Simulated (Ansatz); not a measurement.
The system is C.

```
C
1.0
     0.00000    1.78337    1.78337
     1.78337    0.00000    1.78337
     1.78337    1.78337    0.00000
C
2
Direct
  0.25000 0.25000 0.25000
  0.00000 0.00000 0.00000
```

This isn't the form of C at room conditions, which is graphite.

Base run:

| Quantity | Value |
| --- | --- |
| Program | Ansatz 0.2.0 |
| Functional | PBE |
| Potentials or basis | SSSP precision PAW |
| Cutoff | 612 eV |
| Density cutoff | 6123 eV |
| k mesh | 13 × 13 × 13 |
| Occupations | fermi-dirac, width 0.01 eV |
| Spin | no spin polarisation |

Its results: band gap on the k mesh 4.16 eV, indirect (least direct gap 5.60 eV); pressure 2.3 GPa.

Question: The run is repeated on the same cell with these changes: functional from PBE to revPBE; occupations from fermi-dirac, width 0.01 eV to tetrahedron. What comes out?

Answer: Band gap on the k mesh 4.15 eV, indirect (least direct gap 5.61 eV); pressure 7.0 GPa.

Caveats: odd divisions of the mesh miss points on the zone boundary, where band edges often lie, so the gap on the mesh can be too wide; with tetrahedron occupations forces and stress needn't match the slope of the energy (some runs).

A k mesh can miss the band edges.
